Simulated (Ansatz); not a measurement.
**Nb: how well frozen cores do**

The same cell of Nb is computed with full-potential LAPW, PAW on the default files and datasets made for this crystal, to set the results side by side.

This is Nb in the fcc structure; at room conditions it is bcc.

Method: DFT PBE, scalar-relativistic, in Ansatz 0.2.0.

## 1. The structure to begin with

The structure is cubic, space group Fm-3m (No. 225). The conventional cell has a = 4.230 Å, b = 4.230 Å, c = 4.230 Å, α = 90.00°, β = 90.00°, γ = 90.00°. Nb (site symmetry m-3m) is surrounded by 12 Nb at 2.99 Å.

Structure file:

```
Nb
1.0
     0.00000    2.11500    2.11500
     2.11500    0.00000    2.11500
     2.11500    2.11500    0.00000
Nb
1
Direct
  0.00000 0.00000 0.00000
```

The cell is a deposited one (Crystallography Open Database entry 1534903); the temperature and pressure of the measurement aren't taken into account, and nothing was relaxed.

## 2. Full-potential LAPW

input.yaml

```yaml
crystal:
  lattice:
    - [0.0, 2.115, 2.115]
    - [2.115, 0.0, 2.115]
    - [2.115, 2.115, 0.0]
  atoms:
    - { symbol: Nb, position: [0.0, 0.0, 0.0] }
kpoints:
  mp_grid: { grid: [13, 13, 13] }
  band_path:
    path:
      - [0.0, 0.0, 0.0]
      - [0.5, 0.0, 0.5]
      - [0.625, 0.25, 0.625]
      - [0.375, 0.375, 0.75]
      - [0.0, 0.0, 0.0]
      - [0.5, 0.5, 0.5]
      - [0.5, 0.25, 0.75]
      - [0.5, 0.0, 0.5]
    npoints: 14
scf:
  occupations: { method: fermi_dirac, width: 0.08 }
hamiltonian:
  xc: pbe
  pseudopotentials: { kind: all_electron, lapw: { basis_error: 0.00025 } }
output:
  forces: true
  stress: true
  eigenvalues: true
  populations: true
  dos: { projected: true, de: 0.2, e_range: [-14, 8] }
```

Command:

```bash
$ ansatz run input.yaml --threads 1 --pin off --max-ram 2048MiB --backend cpu --events-out ev --progress --plain --runs-dir out
```

## 3. PAW on the default files

Edit input.yaml of step 2 so:

```diff
@@ -24,3 +24,3 @@
   xc: pbe
-  pseudopotentials: { kind: all_electron, lapw: { basis_error: 0.00025 } }
+  pseudopotentials: { kind: paw }
 output:
@@ -29,3 +29,9 @@
   eigenvalues: true
+  efg: { contact_densities: true }
   populations: true
+  bader: true
   dos: { projected: true, de: 0.2, e_range: [-14, 8] }
+  write_density: true
+  write_potential: true
+  elf: true
+  volumetric_format: npy
```

## 4. Datasets made for this crystal

Edit input.yaml of step 3 so:

```diff
@@ -19,3 +19,3 @@
       - [0.5, 0.0, 0.5]
-    npoints: 14
+    npoints: 8
 scf:
@@ -24,3 +24,3 @@
   xc: pbe
-  pseudopotentials: { kind: paw }
+  pseudopotentials: { kind: all_electron, datasets: crystal }
 output:
@@ -30,8 +30 @@
   efg: { contact_densities: true }
-  populations: true
-  bader: true
-  dos: { projected: true, de: 0.2, e_range: [-14, 8] }
-  write_density: true
-  write_potential: true
-  elf: true
-  volumetric_format: npy
```

(Steps that only read results are left out.)

Before running it: what results should come out? Wanted: pressure; gap; highest ELF.

As calculated:

```
         quantity                                              value
         pressure  LAPW -1.11, PAW -1.10, crystal datasets -1.11 GPa
       gap (LAPW)                                               none
highest ELF (PAW)                               0.61, 1.78 Å from Nb
```

**Reading.** The pressure of -1.1 GPa pushes the cell to shrink, with the atoms held in place. The count of 29 electrons in bands leaves a band partly filled, so there is no gap. Within 0.3 eV of the Fermi level the largest projected share is Nb 4d (91 %). The projection holds only the free atom's occupied shells (Nb 5s, Nb 4d in this range). PAW lies +0.01 GPa from LAPW in pressure. LAPW took about 2 times as long as PAW (9.4 s against 4.6 s, on a shared host and with the outputs that each input asks for).
